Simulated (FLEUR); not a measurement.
**KI under changes of volume**

One of the cells (44.091 Å³/atom); the others are scaled copies at fixed shape and fractional positions:

```
CELL_PARAMETERS angstrom
0.00000 3.53277 3.53277
3.53277 0.00000 3.53277
3.53277 3.53277 0.00000
ATOMIC_POSITIONS crystal
I 0.50000 0.50000 0.50000
K 0.00000 0.00000 0.00000
```

- Program: FLEUR MaX-R8.1 (later development tree)
- Functional: r2SCAN
- Potentials or basis: all-electron
- Basis: FLAPW
- Kmax: 4.1 1/bohr
- k mesh: 7 × 7 × 7
- Occupations: fermi-dirac, width 0.05 eV
- Spin: no spin polarisation

```csv
volume (Å³/atom),energy over the lowest point (meV/atom),gap on the mesh (eV)
41.445,8.33,4.66
42.327,?,?
44.091,0.03,4.40
45.854,0.00,4.29
46.736,8.37,4.15
```

**Question.** What does the run at 42.327 Å³/atom give?

**Answer.** Energy over the lowest point 3.01 meV/atom; gap on the mesh 4.58 eV.

The energies don't lie on one smooth curve, so no fit is given. The run at 45.854 Å³/atom lies farthest off, from a change of basis, grid or state.

Energies are extrapolated to zero smearing.

Caveats: the meta-GGA is that of a development version, with a GGA for the radial functions and cores and without core tails; spin-orbit coupling is left out, which moves the levels of the heavy elements; an odd mesh through Γ misses points on the zone boundary, where band edges often lie (some runs).
